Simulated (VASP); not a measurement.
# C in VASP: further runs, part 2 of 3

VASP 6.6.1. Earlier steps stand in the parts before.

## (3) Single point, LDA

This run uses another cell than the first one, of 15.04 Å³/atom, 0.742 times its volume.

Contents of INCAR:

```
PREC = Accurate
ENCUT = 460
EDIFF = 1E-7
ISMEAR = 1
SIGMA = 0.1
LREAL = False
LASPH = True
NELM = 120
ALGO = Normal
ISIF = 2
LWAVE = False
LCHARG = False
LDIPOL = True
IDIPOL = 3
DIPOL = 0.5 0.5 0.500
GGA = CA
NBANDS = 32
LVHAR = True
LVACPOTAV = True
```

Contents of KPOINTS:

```
Automatic mesh
0
Gamma
  12 12 1
```

Contents of POSCAR:

```
C
1.0
    2.4599989204      0.0000000000      0.0000000000
   -1.2299994602      2.1304215583      0.0000000000
    0.0000000000      0.0000000000     22.9550000000
C
8
Direct
    0.6666666667      0.3333333333      0.0871269876
    0.3333333334      0.6666666667      0.0876127205
    0.6666666667      0.3333333333      0.4266543237
    0.3333333334      0.6666666667      0.4271400566
    0.3333333334      0.6666666667      0.5728599434
    0.0000000000      0.0000000000      0.5733456763
    0.3333333334      0.6666666667      0.9123872795
    0.0000000000      0.0000000000      0.9128730124
```

Potentials or basis: VASP PAW LDA potentials, release 64 (C).

Started as:

```console
cat potpaw_LDA.64/C/POTCAR > POTCAR
mpirun -np 1 vasp_std > vasp.out
```

OUTCAR:

```text
PREC = Accurate
   ENCUT = 460
   EDIFF = 1E-7
   ISMEAR = 1
   LREAL = False
   LASPH = True
   NELM = 120
   ISIF = 2
   GGA = CA

 Found     19 irreducible k-points:

 Following reciprocal coordinates:
            Coordinates               Weight
  0.000000  0.000000  0.000000      1.000000
  0.083333  0.000000  0.000000      6.000000
  0.166667 -0.000000  0.000000      6.000000
  0.250000 -0.000000  0.000000      6.000000
  0.333333 -0.000000  0.000000      6.000000
  0.416667 -0.000000  0.000000      6.000000
   k-points           NKPTS =     19   k-points in BZ     NKDIM =     19   number of bands    NBANDS=     32
   number of dos      NEDOS =    301   number of ions     NIONS =      8
   total plane-waves  NPLWV =  52488
   dimension x,y,z NGX =    18 NGY =   18 NGZ =  162
   dimension x,y,z NGXF=    36 NGYF=   36 NGZF=  324
   ions per type =               8
   NGX,Y,Z   is equivalent  to a cutoff of  12.16, 12.16, 11.73 a.u.
   NGXF,Y,Z  is equivalent  to a cutoff of  24.33, 24.33, 23.46 a.u.
 SYSTEM =  unknown system
   PREC   = accura    normal or accurate (medium, high low for compatibility)
   ISTART =      0    job   : 0-new  1-cont  2-samecut
   ICHARG =      2    charge: 1-file 2-atom 10-const
   ISPIN  =      1    spin polarized calculation?
   LNONCOLLINEAR =      F non collinear calculations
   LSORBIT =      F    spin-orbit coupling
   LASPH  =      T    aspherical Exc in radial PAW
   ENCUT  =  460.0 eV  33.81 Ry    5.81 a.u.   4.30  4.30 40.14*2*pi/ulx,y,z
   NELM   =    120;   NELMIN=  2; NELMDL= -5     # of ELM steps
   EDIFF  = 0.1E-06   stopping-criterion for ELM
   LREAL  =      F    real-space projection
   EDIFFG = 0.1E-05   stopping-criterion for IOM
   NSW    =      0    number of steps for IOM
   IBRION =     -1    ionic relax: 0-MD 1-quasi-New 2-CG
   NFREE  =      0    steps in history (QN), initial steepest desc. (CG)
   ISIF   =      2    stress and relaxation
   ISYM   =      2    0-nonsym 1-usesym 2-fastsym
   POTIM  = 0.5000    time-step for ionic-motion
   TEBEG  =    0.0;   TEEND  =   0.0 temperature during run
   PSTRESS=    0.0 pullay stress
   NELECT =      32.0000    total number of electrons
   NUPDOWN=      -1.0000    fix difference up-down
   EMIN   =  10.00;   EMAX   =-10.00  energy-range for DOS
   EFERMI =   0.00;   METHOD = LEGACY
   ISMEAR =     1;   SIGMA  =   0.10  broadening in eV -4-tet -1-fermi 0-gaus
   EFERMI_NEDOS =   21; number of points for ismear=-14 and -15
   IALGO  =     38    algorithm
   IMIX   =      4    mixing-type and parameters
     AMIX     =   0.40;   BMIX     =  1.00
     AMIX_MAG =   1.60;   BMIX_MAG =  1.00
  volume/ion in A,a.u.               =      15.04       101.48
  Fermi-wavevector in a.u.,A,eV,Ry     =   1.052848  1.989594 15.081900  1.108488
  Thomas-Fermi vector in A             =   2.187946
   LORBIT       =      0    0 simple, 1 ext, 2 COOP (PROOUT), +10 PAW based schemes
   GGA     = CA    functional components
   LHFCALC =     F    Hartree Fock is set to
   AEXX    =    0.0000 exact exchange contribution
   IVDW    =     0    specifies the selected vdW correction
   LEPSILON=     F    determine dielectric tensor
   LRPA    =     F    only Hartree local field effects (RPA)
 non-spin polarized calculation
 Methfessel and Paxton  Order N= 1 SIGMA  =   0.10
  energy-cutoff  :      460.00
  volume of cell :      120.30
 maximum number of plane-waves:      2763
 NGX is ok and might be reduce to    18
   NGX =  9   NGY =  9   NGZ = 81

 dipolmoment           0.000000      0.000000      0.000000 electrons x Angstroem

 number of electron      31.9999990 magnetization

 dipolmoment           0.000000      0.000000     -0.000000 electrons x Angstroem

 Free energy of the ion-electron system (eV)
  ---------------------------------------------------
  ext. energy  EPLUGINS =         0.00000000
  ---------------------------------------------------
  free energy    TOTEN  =       -80.75275396 eV

  energy without entropy =      -80.75150666  energy(sigma->0) =      -80.75233819

 E-fermi :   0.8199     XC(G=0):  -7.0262

 val. band max:        0.8191282654   @ k =   0.3333   0.3333   0.0000
 cond. band min:       0.8205480901   @ k =   0.3333   0.3333   0.0000
 fundamental gap:      0.0014198246
 Fermi energy:         0.8199043133

 k-point     1 :       0.0000    0.0000    0.0000
  band No.  band energies     occupation
      1     -18.5969      2.00000
      2     -18.5506      2.00000
      3     -18.5153      2.00000
      4     -18.4369      2.00000
      5      -7.3564      2.00000
      6      -7.0585      2.00000
[... 20 lines left out ...]
     27       9.1384      0.00000
     28       9.1384      0.00000

 k-point     2 :       0.0833    0.0000    0.0000
  band No.  band energies     occupation
      1     -18.4322      2.00000
      2     -18.3867      2.00000
      3     -18.3518      2.00000
      4     -18.2739      2.00000
      5      -7.1561      2.00000
      6      -6.8595      2.00000
[... 20 lines left out ...]
     27       9.7889      0.00000
     28       9.8248      0.00000

 k-point     3 :       0.1667   -0.0000    0.0000
  band No.  band energies     occupation
      1     -17.9401      2.00000
      2     -17.8965      2.00000
      3     -17.8630      2.00000
      4     -17.7868      2.00000
      5      -6.5597      2.00000
      6      -6.2677      2.00000
[... 20 lines left out ...]
     27      10.0978      0.00000
     28      10.1526      0.00000

 k-point     4 :       0.2500   -0.0000    0.0000
  band No.  band energies     occupation
      1     -17.1262      2.00000
      2     -17.0859      2.00000
      3     -17.0546      2.00000
      4     -16.9809      2.00000
      5      -6.5362      2.00000
      6      -6.5351      2.00000
[... 20 lines left out ...]
     27       8.9356      0.00000
     28       8.9778      0.00000

 k-point     5 :       0.3333   -0.0000    0.0000
  band No.  band energies     occupation
      1     -16.0021      2.00000
      2     -15.9662      2.00000
      3     -15.9378      2.00000
      4     -15.8679      2.00000
      5      -8.7316      2.00000
      6      -8.7226      2.00000
[... 20 lines left out ...]
     27       8.7619      0.00000
     28       9.2460      0.00000

 k-point     6 :       0.4167   -0.0000    0.0000
  band No.  band energies     occupation
      1     -14.5942      2.00000
      2     -14.5642      2.00000
      3     -14.5395      2.00000
      4     -14.4745      2.00000
      5     -10.8350      2.00000
      6     -10.8190      2.00000
[... 20 lines left out ...]
     27       9.9853      0.00000
     28      11.0795      0.00000

 [... further k-points ...]

 [bands above 28 left out]

------------------------ aborting loop because EDIFF is reached ----------------------------------------

  FORCE on cell =-STRESS in cart. coord.  units (eV):
  Direction    XX          YY          ZZ          XY          YZ          ZX
  --------------------------------------------------------------------------------------
  -------------------------------------------------------------------------------------
  Total       -2.8732401     -2.8732401     -0.3978071      0.0000000      0.0000000     -0.0000000
  in kB      -38.2652663    -38.2652663     -5.2979190      0.0000000      0.0000000     -0.0000000
  external PRESSURE =     -27.2761505 kB  Pullay stress =       0.0000000 kB

 VOLUME and BASIS-vectors are now :
 -----------------------------------------------------------------------------
  energy-cutoff  :      460.00
  volume of cell :      120.30
      direct lattice vectors                 reciprocal lattice vectors
     2.459998920  0.000000000  0.000000000     0.406504243  0.234695334  0.000000000
    -1.229999460  2.130421558  0.000000000     0.000000000  0.469390669  0.000000000
     0.000000000  0.000000000 22.955000000     0.000000000  0.000000000  0.043563494

 POSITION                                       TOTAL-FORCE (eV/Angst)
 -----------------------------------------------------------------------------------
      1.23000      0.71014      2.00000         0.000000     -0.000000      0.179526
      0.00000      1.42028      2.01115         0.000000      0.000000     -0.222511
      1.23000      0.71014      9.79385        -0.000000      0.000000      0.188529
      0.00000      1.42028      9.80500         0.000000      0.000000     -0.172482
      0.00000      1.42028     13.15000        -0.000000     -0.000000      0.172482
      0.00000      0.00000     13.16115         0.000000     -0.000000     -0.188529
      0.00000      1.42028     20.94385        -0.000000      0.000000      0.222511
      0.00000      0.00000     20.95500        -0.000000      0.000000     -0.179526
 -----------------------------------------------------------------------------------
    total drift:                               -0.000000     -0.000000     -0.000000

  FREE ENERGIE OF THE ION-ELECTRON SYSTEM (eV)
  ---------------------------------------------------
  free  energy   TOTEN  =       -80.7527539598 eV

  energy  without entropy=      -80.7515066606  energy(sigma->0) =      -80.75233819
```

Wall time 56 s (1 thread of Intel Xeon Platinum 8488C (Sapphire Rapids), shared host); peak memory 0.18 GiB.

These settings aren't checked as converged: the numbers below hold their error.

Results:

```
Free energy            : -80.7528 eV
Largest force          : 0.223 eV/Å
Band gap on the k mesh : 0.00 eV, direct
```

Caveat: the cutoff is under 1.25 times the usual one of these potentials, so pressure, stress and relaxed cells hold a basis-set (Pulay) error.

(Continued in part 3 of 3.)
